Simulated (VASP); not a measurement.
# Sc (Fm-3m) in VASP: further runs

One crystal, Sc, is run at these levels: PBE; tasks: single point.

All numbers are computed with VASP 6.6.1; they aren't measurements. Logs are shortened: lines on timing, memory, paths and dates and some standing lists are left out, and cuts for length are marked.

### Step 1. The cell of the first run

Symmetry: Fm-3m, No. 225, cubic system. The conventional cell has a = 4.314 Å, b = 4.314 Å, c = 4.314 Å, α = 90.00°, β = 90.00°, γ = 90.00°. Around Sc (site symmetry m-3m) lie 12 Sc at 3.05 Å.

This isn't the form of Sc at room conditions, which is hcp.

### Step 2. Single point, PBE (strain -0.050 along x and y, -0.050 along z, atoms carried along)

Contents of INCAR:

```
PREC = Accurate
ENCUT = 520
EDIFF = 1E-6
ISMEAR = 0
SIGMA = 0.15
LREAL = False
LASPH = True
NELM = 100
ALGO = Normal
ISIF = 2
LWAVE = False
LCHARG = False
GGA = PE
NBANDS = 12
```

Contents of KPOINTS:

```
regular mesh
0
Gamma
  18 18 18
```

Contents of POSCAR:

```
Sc
1.0
    0.0000000000      2.1569750000      2.1569750000
    2.1569750000      0.0000000000      2.1569750000
    2.1569750000      2.1569750000      0.0000000000
Sc
1
Direct
    0.0000000000      0.0000000000      0.0000000000
```

Potentials or basis: VASP PAW PBE potentials, release 64 (Sc_sv).

Run with:

```bash
$ cat potpaw_PBE.64/Sc_sv/POTCAR > POTCAR
$ mpirun -np 1 vasp_std > vasp.out
```

OUTCAR:

```text
PREC = Accurate
   ENCUT = 520
   EDIFF = 1E-6
   ISMEAR = 0
   LREAL = False
   LASPH = True
   NELM = 100
   ISIF = 2
   GGA = PE

 ion  position               nearest neighbor table
   1  0.000  0.000  0.000-

  LATTYP: Found a face centered cubic cell.
 ALAT       =     4.3139500000

  Lattice vectors:

 A1 = (   0.0000000000,   2.1569750000,   2.1569750000)
 A2 = (   2.1569750000,   0.0000000000,   2.1569750000)
 A3 = (   2.1569750000,   2.1569750000,   0.0000000000)

Analysis of symmetry for initial positions (statically):
=====================================================================
 Subroutine PRICEL returns:
 Original cell was already a primitive cell.

 Routine SETGRP: Setting up the symmetry group for a
 face centered cubic supercell.

 Subroutine GETGRP returns: Found 48 space group operations
 (whereof 48 operations were pure point group operations)
 out of a pool of 48 trial point group operations.

The static configuration has the point symmetry O_h .

Analysis of symmetry for dynamics (positions and initial velocities):
=====================================================================
 Subroutine PRICEL returns:
 Original cell was already a primitive cell.

 Routine SETGRP: Setting up the symmetry group for a
 face centered cubic supercell.

 Subroutine GETGRP returns: Found 48 space group operations
 (whereof 48 operations were pure point group operations)
 out of a pool of 48 trial point group operations.

The dynamic configuration has the point symmetry O_h .

 Subroutine INISYM returns: Found 48 space group operations
 (whereof 48 operations are pure point group operations),
 and found     1 'primitive' translations

----------------------------------------------------------------------------------------

                                     Primitive cell

  volume of cell :      20.0708

  direct lattice vectors                    reciprocal lattice vectors
     0.000000000  2.156975000  2.156975000    -0.231806117  0.231806117  0.231806117
     2.156975000  0.000000000  2.156975000     0.231806117 -0.231806117  0.231806117
     2.156975000  2.156975000  0.000000000     0.231806117  0.231806117 -0.231806117

  length of vectors
     3.050423299  3.050423299  3.050423299     0.401499973  0.401499973  0.401499973

  position of ions in fractional coordinates (direct lattice)
     0.000000000  0.000000000  0.000000000

  ion indices of the primitive-cell ions
   primitive index   ion index
                 1           1

----------------------------------------------------------------------------------------

 KPOINTS: regular mesh

Automatic generation of k-mesh.
 Grid dimensions read from file:
 generate k-points for:   18   18   18

 Generating k-lattice:

  Cartesian coordinates                     Fractional coordinates (reciprocal lattice)
    -0.012878118  0.012878118  0.012878118     0.055555556  0.000000000  0.000000000
     0.012878118 -0.012878118  0.012878118     0.000000000  0.055555556  0.000000000
     0.012878118  0.012878118 -0.012878118     0.000000000  0.000000000  0.055555556

  Length of vectors
     0.022305554  0.022305554  0.022305554

  Shift w.r.t. Gamma in fractional coordinates (k-lattice)
     0.000000000  0.000000000  0.000000000

 Subroutine IBZKPT returns following result:
 ===========================================

 Found    195 irreducible k-points:

 Following reciprocal coordinates:
            Coordinates               Weight
  0.000000  0.000000  0.000000      1.000000
  0.055556  0.000000  0.000000      8.000000
  0.111111  0.000000  0.000000      8.000000
  0.166667  0.000000  0.000000      8.000000
  0.222222  0.000000  0.000000      8.000000
  0.277778  0.000000  0.000000      8.000000
[... 16 lines left out ...]
 -0.277778  0.055556  0.000000     24.000000
 -0.222222  0.055556  0.000000     24.000000
 [... further k-points ...]
   k-points           NKPTS =    195   k-points in BZ     NKDIM =    195   number of bands    NBANDS=     12
   number of dos      NEDOS =    301   number of ions     NIONS =      1
   total plane-waves  NPLWV =  13824
   dimension x,y,z NGX =    24 NGY =   24 NGZ =   24
   dimension x,y,z NGXF=    48 NGYF=   48 NGZF=   48
   ions per type =               1
   NGX,Y,Z   is equivalent  to a cutoff of  13.08, 13.08, 13.08 a.u.
   NGXF,Y,Z  is equivalent  to a cutoff of  26.16, 26.16, 26.16 a.u.
 SYSTEM =  unknown system
   PREC   = accura    normal or accurate (medium, high low for compatibility)
   ISTART =      0    job   : 0-new  1-cont  2-samecut
   ICHARG =      2    charge: 1-file 2-atom 10-const
   ISPIN  =      1    spin polarized calculation?
   LNONCOLLINEAR =      F non collinear calculations
   LSORBIT =      F    spin-orbit coupling
   LASPH  =      T    aspherical Exc in radial PAW
   ENCUT  =  520.0 eV  38.22 Ry    6.18 a.u.   5.67  5.67  5.67*2*pi/ulx,y,z
   NELM   =    100;   NELMIN=  2; NELMDL= -5     # of ELM steps
   EDIFF  = 0.1E-05   stopping-criterion for ELM
   LREAL  =      F    real-space projection
   EDIFFG = 0.1E-04   stopping-criterion for IOM
   NSW    =      0    number of steps for IOM
   IBRION =     -1    ionic relax: 0-MD 1-quasi-New 2-CG
   NFREE  =      0    steps in history (QN), initial steepest desc. (CG)
   ISIF   =      2    stress and relaxation
   ISYM   =      2    0-nonsym 1-usesym 2-fastsym
   POTIM  = 0.5000    time-step for ionic-motion
   TEBEG  =    0.0;   TEEND  =   0.0 temperature during run
   PSTRESS=    0.0 pullay stress
   NELECT =      11.0000    total number of electrons
   NUPDOWN=      -1.0000    fix difference up-down
   EMIN   =  10.00;   EMAX   =-10.00  energy-range for DOS
   EFERMI =   0.00;   METHOD = LEGACY
   ISMEAR =     0;   SIGMA  =   0.15  broadening in eV -4-tet -1-fermi 0-gaus
   EFERMI_NEDOS =   21; number of points for ismear=-14 and -15
   IALGO  =     38    algorithm
   IMIX   =      4    mixing-type and parameters
     AMIX     =   0.40;   BMIX     =  1.00
     AMIX_MAG =   1.60;   BMIX_MAG =  1.00
  volume/ion in A,a.u.               =      20.07       135.44
  Fermi-wavevector in a.u.,A,eV,Ry     =   1.339730  2.531723 24.420777  1.794876
  Thomas-Fermi vector in A             =   2.468099
   LORBIT       =      0    0 simple, 1 ext, 2 COOP (PROOUT), +10 PAW based schemes
   GGA     = PE    functional components
   LHFCALC =     F    Hartree Fock is set to
   AEXX    =    0.0000 exact exchange contribution
   IVDW    =     0    specifies the selected vdW correction
   LEPSILON=     F    determine dielectric tensor
   LRPA    =     F    only Hartree local field effects (RPA)
 non-spin polarized calculation
 Gauss-broadening in eV      SIGMA  =   0.15
  energy-cutoff  :      520.00
  volume of cell :       20.07
 maximum number of plane-waves:       556
   NGX = 11   NGY = 11   NGZ = 11

 number of electron      11.0000000 magnetization

 Free energy of the ion-electron system (eV)
  ---------------------------------------------------
  ext. energy  EPLUGINS =         0.00000000
  ---------------------------------------------------
  free energy    TOTEN  =        -6.02683899 eV

  energy without entropy =       -6.01128541  energy(sigma->0) =       -6.01906220

 E-fermi :   5.0472     XC(G=0): -10.7293

 val. band max:        5.0458891673   @ k =   0.5000   0.1667   0.0000
 cond. band min:       5.0680453538   @ k =   0.3333   0.2778   0.0556
 fundamental gap:      0.0221561866
 Fermi energy:         5.0472494996

 k-point     1 :       0.0000    0.0000    0.0000
  band No.  band energies     occupation
      1     -43.8744      2.00000
      2     -22.1182      2.00000
      3     -22.1182      2.00000
      4     -22.1182      2.00000
      5      -0.4694      2.00000
      6       6.8944      0.00000
      7       6.8944      0.00000
      8       6.8944      0.00000
      9       8.6968      0.00000
     10       8.6968      0.00000
     11      18.7229      0.00000
     12      22.9842      0.00000

 k-point     2 :       0.0556    0.0000    0.0000
  band No.  band energies     occupation
      1     -43.8702      2.00000
      2     -22.1429      2.00000
      3     -22.1212      2.00000
      4     -22.1212      2.00000
      5      -0.3738      2.00000
      6       6.8172      0.00000
      7       6.9327      0.00000
      8       6.9327      0.00000
      9       8.6669      0.00000
     10       8.6669      0.00000
     11      18.8481      0.00000
     12      22.2168      0.00000

 k-point     3 :       0.1111    0.0000    0.0000
  band No.  band energies     occupation
      1     -43.8581      2.00000
      2     -22.2137      2.00000
      3     -22.1297      2.00000
      4     -22.1297      2.00000
      5      -0.0941      2.00000
      6       6.6068      0.00000
      7       7.0321      0.00000
      8       7.0321      0.00000
      9       8.5985      0.00000
     10       8.5985      0.00000
     11      19.1535      0.00000
     12      20.8745      0.00000
[... 286 lines left out ...]
 k-point    23 :      -0.2778    0.0556    0.0000
  band No.  band energies     occupation
      1     -43.7818      2.00000
      2     -22.6273      2.00000
      3     -22.2073      2.00000
      4     -22.1735      2.00000
      5       1.8366      2.00000
      6       5.6575      0.00000
      7       6.9914      0.00000
      8       7.1235      0.00000
      9       8.7373      0.00000
     10       9.2753      0.00000
     11      16.4880      0.00000
     12      19.3122      0.00000

 k-point    24 :      -0.2222    0.0556    0.0000
  band No.  band energies     occupation
      1     -43.8058      2.00000
      2     -22.4976      2.00000
      3     -22.1898      2.00000
      4     -22.1562      2.00000
      5       1.1983      2.00000
      6       5.8780      0.00000
      7       7.1088      0.00000
      8       7.2347      0.00000
      9       8.4390      0.00000
     10       8.9762      0.00000
     11      17.6866      0.00000
     12      19.6773      0.00000

 [... further k-points ...]
[... 5 lines left out ...]
  --------------------------------------------------------------------------------------
  -------------------------------------------------------------------------------------
  Total        1.8352124      1.8352124      1.8352124     -0.0000000     -0.0000000      0.0000000
  in kB      146.4979636    146.4979636    146.4979636     -0.0000000     -0.0000000      0.0000000
  external PRESSURE =     146.4979636 kB  Pullay stress =       0.0000000 kB

 VOLUME and BASIS-vectors are now :
 -----------------------------------------------------------------------------
  energy-cutoff  :      520.00
  volume of cell :       20.07
      direct lattice vectors                 reciprocal lattice vectors
     0.000000000  2.156975000  2.156975000    -0.231806117  0.231806117  0.231806117
     2.156975000  0.000000000  2.156975000     0.231806117 -0.231806117  0.231806117
     2.156975000  2.156975000  0.000000000     0.231806117  0.231806117 -0.231806117

 POSITION                                       TOTAL-FORCE (eV/Angst)
 -----------------------------------------------------------------------------------
      0.00000      0.00000      0.00000         0.000000      0.000000      0.000000
 -----------------------------------------------------------------------------------
    total drift:                                0.000000     -0.000000     -0.000000

  FREE ENERGIE OF THE ION-ELECTRON SYSTEM (eV)
  ---------------------------------------------------
  free  energy   TOTEN  =        -6.0268389870 eV

  energy  without entropy=       -6.0112854138  energy(sigma->0) =       -6.01906220
```

It took 23 s on 1 thread of AMD EPYC 9R45 (Zen 5), shared host; peak memory 0.14 GiB.

Results:

| Quantity | Value |
| --- | --- |
| Free energy | -6.0268 eV |
| Pressure | 14.6 GPa |
| Band gap on the k mesh | none (metal or under the smearing width) |

### Step 3. Single point, PBE (strain -0.050 along x and y, +0.000 along z, atoms carried along)

Contents of INCAR:

```
PREC = Accurate ; ENCUT = 520
EDIFF = 1E-7 ; ISMEAR = 0
SIGMA = 0.15 ; LREAL = F
LASPH = T ; NELM = 100
ALGO = Fast ; ISIF = 2
LWAVE = F ; LCHARG = F
GGA = PE ; NBANDS = 12
```

Contents of KPOINTS:

```
Automatic mesh
0
Gamma
  18 18 18
```

Contents of POSCAR:

```
Sc
1.0
    0.0000000000      2.1569750000      2.2705000000
    2.1569750000      0.0000000000      2.2705000000
    2.1569750000      2.1569750000      0.0000000000
Sc
1
Direct
    0.0000000000      0.0000000000      0.0000000000
```

Potentials or basis: VASP PAW PBE potentials, release 64 (Sc_sv).

Run with:

```bash
$ cat potpaw_PBE.64/Sc_sv/POTCAR > POTCAR
$ mpirun -np 1 vasp_std > vasp.out
```

Run time: 76 s. Hardware: 1 thread of AMD EPYC 9R45 (Zen 5), shared host; peak memory 0.2 GiB.

It converged, with:

- Free energy: -6.1051 eV
- Pressure: 10.2 GPa
- Band gap on the k mesh: none (metal or under the smearing width)

Stress tensor (GPa, compression positive):
```
10.72  0.00  0.00
 0.00 10.72  0.00
 0.00  0.00  9.04
```

Levels at points of the mesh, in eV from the Fermi level:
| k point | band 2 | band 3 | band 4 | band 5 | band 6 | band 7 | band 8 | band 9 |
| --- | --- | --- | --- | --- | --- | --- | --- | --- |
| (0.00, 0.00, 0.00) | -27.35 | -27.35 | -27.34 | -5.45 | 1.53 | 1.92 | 1.92 | 3.21 |
| (0.50, 0.00, 0.00) | -28.01 | -27.45 | -27.41 | -1.95 | 0.59 | 1.42 | 1.86 | 4.48 |
| (0.50, 0.50, 0.00) | -27.95 | -27.54 | -27.54 | -1.90 | -0.78 | 2.00 | 4.58 | 4.84 |
| (0.50, 0.00, 0.50) | -27.97 | -27.63 | -27.56 | -1.86 | -0.90 | 2.83 | 4.53 | 4.69 |
